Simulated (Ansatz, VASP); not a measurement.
# Ir in VASP and in Ansatz

```xyz
1
Lattice="0.0000 1.9197 1.9197 1.9197 0.0000 1.9197 1.9197 1.9197 0.0000" Properties=species:S:1:pos:R:3 pbc="T T T"
Ir    0.0000    0.0000    0.0000
```

Alike in both runs: task relaxation of cell and atoms; functional BLYP; k mesh 14 × 14 × 14; occupations fermi-dirac, width 0.1 eV; no spin polarisation.

|  | VASP | Ansatz |
| --- | --- | --- |
| version | VASP 6.6.1 | Ansatz 0.2.0 |
| potentials or method | VASP PAW PBE potentials, release 64 (Ir) | plane waves (420 eV) with PAW, scalar-relativistic |
| plane-wave cutoff (eV) | 600 | 420 |
| valence electrons in the cell | 9 | 17 |

```csv
,VASP,Ansatz,Ansatz less VASP
relaxed volume (Å³/atom),15.39,15.26,-0.123
relaxed cell length with the largest relative difference (Å),2.792,2.784,-0.0075
energy change over the relaxation (meV/atom),-107,-86,+20.9
```

The two sets of potentials don't hold the same shells in valence.

Caveats: the PAW data sets were made with another functional, which shifts forces and pressure a little (VASP). Zero-point motion and thermal expansion aren't in these numbers. Spin-orbit coupling is left out, which matters for the levels of Ir.
